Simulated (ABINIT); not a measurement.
A run of ABINIT 10.8.3 (patched build) is set up as follows.

The input run.abi:

```
# Pseudopotentials
pp_dirpath "./"
pseudos "Cd_sc.hgh, Se.hgh"

# Structure
acell 3*1.0
rprim
     8.1258223359     0.0000000000     0.0000000000
    -4.0629111679     7.0371685696     0.0000000000
     0.0000000000     0.0000000000    13.2658773949
ntypat 2
znucl 48 34
natom 4
typat 1 1 2 2
chkprim 0
chksymtnons 0
tolsym 1.0e-6
xred
            2/3            1/3            1/2
            1/3            2/3            0.0
            2/3            1/3   0.8850000000
            1/3            2/3   0.3850000000

# Plane-wave basis
ecut 707.496042 eV
ecutsm 0.5

# k points
kptopt 1
ngkpt 5 5 3
nshiftk 1
shiftk 0.0 0.0 0.0

# Exchange and correlation
ixc 7

# Bands and occupations
nband 22
occopt 3
tsmear 0.05 eV

# SCF cycle
nstep 80
tolvrs 1.0e-12

# Output
iomode 3
prteig 0
prtebands 0
prtwf 0
prtden 0

# Relaxation
ionmov 2
optcell 2
ntime 50
tolmxf 2.0e-5
dilatmx 1.08
```

Potentials or basis: HGH LDA semicore.

Command:

```sh
$ abinit run.abi > log 2>&1
```

Task: Estimate the band gap on the k mesh.

Result: 0.41 eV, direct.

Caveat: an odd mesh through Γ misses points on the zone boundary, where band edges often lie; HGH potentials are hard and often keep d shells in the core, so these values are rough.
